# Squeezing and stretching alumina: questions on a band gap

Aluminium oxide in its corundum form is computed here in seven sizes. The cell keeps its shape, so that c/a stays the same, and the atoms settle anew inside each cell. The band gap is the energy between the highest filled and the lowest empty level. The least direct gap is the same quantity when both levels must belong to the same electron wave vector. The row at 8.495 Å³ per atom is almost free of pressure; smaller cells are compressed and larger ones stretched.

Corundum Al2O3 (R-3c) at seven volumes, computed with Ansatz 0.2.0: r2SCAN, PAW, plane-wave cutoff 500 eV, 6×6×6 k mesh, no spin polarisation or spin-orbit coupling. The r2SCAN cell is strained equally in all directions, with the atoms relaxed at each volume. c/a refers to the conventional hexagonal cell; gaps are the least found over the mesh and extra k points.

```tsv
volume (Å³/atom)	c/a	shortest distance (Å)	band gap (eV)	least direct gap (eV)
7.753	2.7307	1.800	8.357	8.357
7.995	2.7308	1.818	7.939	7.939
8.243	2.7307	1.837	7.533	7.533
8.495	2.7307	1.856	7.139	7.139
8.752	2.7307	1.875	6.757	6.757
9.015	2.7307	1.893	6.388	6.388
9.283	2.7307	1.913	6.027	6.033
```

## 1. Which crystal has the larger gap, and is the effect large?

The compressed one has, and the gap falls at every step towards larger volume. From the smallest to the largest cell the volume grows by 20 % and the gap shrinks by 28 %, or 2.3 eV. The shortest distance between atoms changes by only 6 %. A modest change of bond length thus goes with a large change of the gap.

## 2. Why does squeezing widen the gap?

Suppose that squeezing lifted the filled and the empty level by the same amount. The gap would then stay as it is, so the trend must come from a difference in their response. Two limiting kinds of electron state show where such a difference can arise.

The first is an orbital held tightly on one ion. Its shape is set by that ion, and bringing the neighbours closer changes its kinetic energy little. The top of the filled band in alumina, made mostly of oxygen 2p orbitals, lies nearer to this limit.

The second is a wave spread over the whole crystal, and the lowest empty state of alumina is known to be of this kind. It is s-like and sits at Γ, the point of zero wave vector. If the ions were taken away, the lowest such wave would be flat and have no kinetic energy at all. In a crystal it must stay orthogonal to the filled shells of all the ions, which forces it to bend, and it bends more sharply when the ions move together.

Squeezing is thus expected to raise the spread-out empty state relative to the filled one. Electrostatics acts the same way, because closer ions hold electrons more firmly on the oxygen and make the aluminium sites less welcoming; with ions of such high charge this share may well be as large as the kinetic one. One effect is expected to work against both: closer oxygens overlap more, which widens the filled band and lifts its top. This is an argument from general physics. The table shows only the sum of these effects, and the runs give no breakdown of the states into orbitals.

## 3. Does the gap simply scale like a kinetic energy?

If a wave keeps its form while every length $L$ is scaled, its kinetic energy goes as $1/L^2$, or as $V^{-2/3}$ with $V$ the volume per atom. Let the whole gap follow this rule, starting from the row near zero pressure. It would then fall by 0.86 eV over the series. The computed direct gap falls 2.7 times as much.

Two reasons are likely. The wave of question 2 does not keep its form: the ions hardly shrink with the cell, so the free space between them closes faster than $L$, and the energy of the wave is expected to rise more steeply than $1/L^2$. Besides, a gap is a sum of contributions that partly cancel and need not scale alike. A moderate relative change in one of them can be a large relative change in the sum. A better form therefore adds a constant:

$$E_\mathrm{gap} = a + b\,(V_0/V)^{2/3},$$

where $V_0$ is the volume near zero pressure, and $a$ and $b$ are fitted to the direct gaps of all seven rows.

This form misses the computed gaps by about 2 meV (root mean square). An electrostatic form, a constant plus a term in $1/L$, misses by about 8 meV. The first is closer, but over so short a range both curves are nearly straight, and the fit does not settle which cause dominates; nor does it show that the term in $b$ is a kinetic energy. At very large volume the formula would give a gap of about −12 eV, which has no meaning, so it should be used only within the range of the table. The output below the text lists both fits.

## 4. What does a given pressure do to the gap?

Consider a crystal that cannot be compressed. However strongly its gap depended on volume, pressure would leave it unchanged. The effect of pressure is thus the response to volume divided by the stiffness.

Near zero pressure the gap rises by 0.13 eV for each percent of volume removed, and by 0.050 eV for each GPa applied. From the first step of the series to the last, the response to a relative volume change weakens by 11 %, while the stiffness drops by 45 %. The stretched crystal reacts more strongly to each GPa because it is softer, and not because its electrons are more sensitive.

This decides how to make an estimate. Take the smallest cell, which played no part in the two slopes; they come from the rows next to the one near zero pressure.

- By volume: the relative change is $\ln(8.495/7.753) = 0.0914$, or 9.14 %. At 0.1295 eV per percent the gap rises by 1.18 eV, from 7.14 to 8.32 eV.
- By pressure: the run for this cell gives a mean pressure of 28.1 GPa; the stress is slightly uneven because the cell keeps its shape. At 0.0503 eV per GPa the gap rises by 1.41 eV, to 8.55 eV.

The table has 8.36 eV. The estimate by volume is 0.03 to 0.04 eV too low, depending on how the volumes are rounded, and the one by pressure is 0.19 eV too high, because it ignores that the crystal stiffens as it is squeezed.

## 5. Does the largest cell behave differently?

In the largest cell the gap is 6 meV smaller than the least direct gap. The highest filled level has moved slightly away from Γ, while the lowest empty level has stayed there. In the strict sense the gap is now indirect.

The change is tiny beside the last step of the series, which is about 0.36 eV. It means that the filled band is almost flat from Γ to this new maximum, so that a small change of the crystal can decide which of the two is higher. The regular mesh of wave vectors misses this point, which was tried in addition. In the next smaller cell a similar extra point was tried, and there the highest level found is still at Γ. The runs of the five smaller cells list no such point. Four of them are marked as searched for their band edges and keep the highest level at Γ. The run near zero pressure carries no such mark, so there a shift of a few meV is not excluded, though the cells on both sides of it are direct. The label "direct" or "indirect" is therefore delicate here, but the trend is not.

## 6. Which digits can be trusted?

That depends on whether one reads a difference or an absolute value. The differences come from runs with equal settings, and they vary smoothly. The runs also agree among themselves: their pressures and their total energies both give a bulk modulus of about 258 GPa near zero pressure. That check concerns energies and pressures, not the levels themselves; for the gap the evidence is the smoothness. A change of a few hundredths of an eV between rows is very likely a real result of this method, although no second cutoff or mesh is at hand to test it.

The absolute gap is much less certain. Near zero pressure it is 7.1 eV, while the measured gap is roughly 8.8 eV, a recalled value. The r2SCAN functional is known to make wide gaps too small. Atomic vibrations and the attraction between electron and hole both lower the measured optical gap, so allowing for them would make the shortfall larger.

The smallest cell comes closer to the measured value, but only because it is compressed. The reduced volume there hides part of the error of the functional. A hybrid functional, which mixes in exact exchange, would be expected to open the gap at every volume; how far it would alter the slope is not tested here.

## 7. What would change with gallium in place of aluminium?

The outer s level of gallium lies deeper than that of aluminium, because its filled 3d shell screens the nuclear charge incompletely. The empty band is therefore expected to start closer to the filled one, and gallium oxide is indeed known to have a clearly smaller gap. Its lowest empty state is again s-like and spread out, so the argument of question 2 suggests that squeezing widens this gap too. The size of the effect would need its own calculation, since both the response to volume and the stiffness change.

## 8. Which of the two levels does the moving?

The raw energies of the runs seem to answer this. From the smallest to the largest cell the lowest empty level falls by 4.7 eV and the highest filled level by 2.3 eV. It is tempting to conclude that the empty level moves twice as far.

But each cell has its own zero of energy, and that zero shifts with the volume. Fix the zero at the filled level, and the empty level does all the moving; fix it at the empty level, and the filled one does. Only the difference of 2.3 eV survives every choice.

For the gap itself this freedom is harmless. It matters where alumina touches another material. The barrier for electrons is then the distance from the neighbour's levels to the empty level of alumina, and the barrier for holes is the distance to the filled one. To divide the change between them, the levels of all cells would have to be tied to a common reference, such as the vacuum outside a surface, and even that answer depends on which surface is chosen. How the 2.3 eV is shared between the two levels remains open.

Output of the analysis:

```
Steps from the row above:
    row  direct gap change per unit ln V in eV  stiffness in GPa  direct gap change in eV per GPa
  7.995                                  -13.6             342.7                          0.03968
  8.243                                 -13.29             304.8                           0.0436
  8.495                                 -13.08             272.6                          0.04799
  8.752                                 -12.82             242.4                          0.05288
  9.015                                 -12.46             213.8                          0.05829
  9.283                                 -12.12             188.9                          0.06415
Fall of the gap from smallest to largest cell in eV: 2.33
Rise of the volume over the series in percent: 19.73
Fall of the gap over the series in percent: 27.88
Rise of the shortest distance over the series in percent: 6.278
Gap change for 1 percent more volume near zero pressure in eV: -0.1295
Gap change per GPa near zero pressure in eV: 0.05028
Bulk modulus from the pressures in GPa: 257.6
Bulk modulus from the total energies in GPa: 257.5
Fall of the gap response per ln V from first to last step in percent: 10.89
Fall of the stiffness from first to last step in percent: 44.88
Fall of the gap if all of it scaled as 1/L^2 in eV: 0.8585
Computed fall of the direct gap over that scaled fall: 2.707
fit of least_direct_gap on 7 rows: constant -12.2 +/- 0.021, coefficient of invsq 19.34 +/- 0.021; rms 0.00188, worst 9.283 -0.00345, leave-one-out rms 0.00298
fit of least_direct_gap on 7 rows: constant -31.57 +/- 0.18, coefficient of inv 38.72 +/- 0.18; rms 0.00827, worst 9.283 -0.0131, leave-one-out rms 0.0135
Direct less least gap in the largest cell in meV: 6
Fall of the raw conduction edge over the series in eV: 4.673
Fall of the raw valence edge over the series in eV: 2.343
Shortfall of the gap near zero pressure against a rough recalled 8.8 eV in eV: 1.661
```
